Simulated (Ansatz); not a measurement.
# Eigenvalues along a path: Se (simple hexagonal type)

```xyz
1
Lattice="2.6333 0.0000 0.0000 -1.3166 2.2805 0.0000 0.0000 0.0000 2.4087" Properties=species:S:1:pos:R:3 pbc="T T T"
Se    0.0000    0.0000    0.0000
```

The cell comes from a relaxation on PAW files under the same functional, begun from a prototype that needn't be the stable phase.

Level of theory: DFT with PBE, scalar-relativistic, in Ansatz 0.2.0; a Γ-centred 16×16×15 k mesh, Fermi–Dirac smearing of 0.1 eV, no spin polarisation. PAW: frozen-core files, cutoff 420 eV.

This run: volume at 0.65 of the series' base cell.

Path points, in fractions of the reciprocal vectors: Γ (0.000, 0.000, 0.000), M (0.500, 0.000, 0.000), K (0.333, 0.333, 0.000), A (0.000, 0.000, 0.500), L (0.500, 0.000, 0.500), H (0.333, 0.333, 0.500). Levels in eV from the Fermi level; bands 6 to 10, counted from the lowest band of the run. The gap is zero, the pressure 70.9 GPa.

```
# k(1/Å) point b6 b7 b8 b9 b10
0.000 Γ -20.64 3.21 3.47 3.47 7.68
0.344 - -20.22 0.38 2.52 3.58 8.38
0.689 - -18.99 -4.36 0.93 4.60 6.86
1.033 - -17.10 -8.60 -0.22 5.58 5.98
1.378 M -15.66 -10.84 -0.62 5.14 6.75
1.576 - -15.56 -10.69 -2.07 6.82 6.86
1.775 - -15.27 -10.25 -4.53 7.01 10.14
1.974 - -14.89 -9.51 -6.83 7.24 13.58
2.173 K -14.66 -8.48 -8.48 7.36 14.99
2.571 - -16.07 -8.28 -5.63 6.65 13.15
2.968 - -18.45 -4.86 -1.91 5.03 10.67
3.366 - -20.08 -0.14 1.87 3.70 8.91
3.764 Γ -20.64 3.21 3.47 3.47 7.68
4.090 - -20.26 -0.53 3.80 3.80 10.53
4.416 - -19.15 -5.34 4.72 4.72 12.42
4.742 - -17.47 -9.36 5.91 5.91 14.09
5.068 A -16.23 -11.39 6.55 6.55 15.33
5.412 - -15.80 -11.01 4.05 5.66 10.89
5.757 - -14.54 -9.91 -0.48 4.11 6.12
6.101 - -12.54 -8.38 -4.78 2.28 2.98
6.446 L -10.83 -7.47 -7.30 0.58 2.58
6.644 - -10.71 -7.39 -7.15 0.72 1.35
6.843 - -10.39 -7.17 -6.71 -0.97 1.15
7.042 - -9.95 -6.90 -5.97 -3.26 1.86
7.241 H -9.66 -6.76 -4.95 -4.95 2.86
7.639 - -11.42 -7.62 -4.41 -2.13 2.58
8.036 - -13.99 -9.45 -0.88 1.49 5.53
8.434 - -15.66 -10.88 3.60 5.07 10.26
8.832 A -16.23 -11.39 6.55 6.55 15.33
```
